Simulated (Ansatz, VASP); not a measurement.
**One calculation of H, two programs**

INCAR

```
SYSTEM = H
PREC = Accurate ; ENCUT = 520
EDIFF = 1E-7 ; ISMEAR = -1
SIGMA = 0.05 ; LREAL = .False.
LASPH = .True. ; NELM = 80
ALGO = Normal ; ISIF = 2
LWAVE = .False. ; LCHARG = .False.
GGA = PE ; NBANDS = 8
```

Contents of KPOINTS:

```
regular mesh
0
Gamma
  11 11 11
  0 0 0
```

Contents of POSCAR:

```
H
1.0
   -1.6686730936      1.6686730936      2.0306533635
    1.6686730936     -1.6686730936      2.0306533635
    1.6686730936      1.6686730936     -2.0306533635
H
2
Direct
    0.0901377100      0.0901377100      0.0000000000
    0.9098622900      0.9098622900      0.0000000000
```

Contents of input.yaml:

```yaml
crystal:
  lattice:
    - [-1.6686730936, 1.6686730936, 2.0306533635]
    - [1.6686730936, -1.6686730936, 2.0306533635]
    - [1.6686730936, 1.6686730936, -2.0306533635]
  atoms:
    - { symbol: H, position: [0.09013771, 0.09013771, 0.0] }
    - { symbol: H, position: [0.90986229, 0.90986229, 0.0] }
hamiltonian:
  xc: pbe
  pseudopotentials: { kind: paw }
kpoints:
  mp_grid: { grid: [11, 11, 11] }
scf:
  occupations: { method: fermi_dirac, width: 0.05 }
output:
  forces: true
  stress: true
  eigenvalues: true
  write_density: true
  write_potential: true
  elf: true
  volumetric_format: npy
```

Change from the starting cell: volume scaled by 0.96.

Alike in both runs: task single point; functional PBE; k mesh 11 × 11 × 11; occupations fermi-dirac, width 0.05 eV; no spin polarisation.

|  | VASP | Ansatz |
| --- | --- | --- |
| version | VASP 6.6.1 | Ansatz 0.2.0 |
| potentials or method | VASP PAW PBE potentials, release 64 (H) | Ansatz PAW |
| plane-wave cutoff (eV) | 520 | 420 |
| valence electrons in the cell | 2 | 2 |

|  | VASP | Ansatz | Ansatz less VASP |
| --- | --- | --- | --- |
| gap on the k mesh at the Fermi level (eV) | 9.09 | 9.10 | +0.003 |
| least direct gap on the mesh (eV) | 9.93 | 9.93 | +0.003 |
| pressure (GPa) | 1.4 | 1.6 | +0.24 |
| largest component of the traceless stress (GPa) | 2.18 | 2.28 | +0.094 |
| rms of the force components (eV/Å) | 0.366 | 0.374 | +0.0081 |

Atom by atom the forces differ by 0.008 eV/Å (rms over components).

Caveats: an odd mesh through Γ misses points on the zone boundary, where band edges often lie (VASP); odd divisions of the mesh miss points on the zone boundary, where band edges often lie, so the gap on the mesh can be too wide (Ansatz).
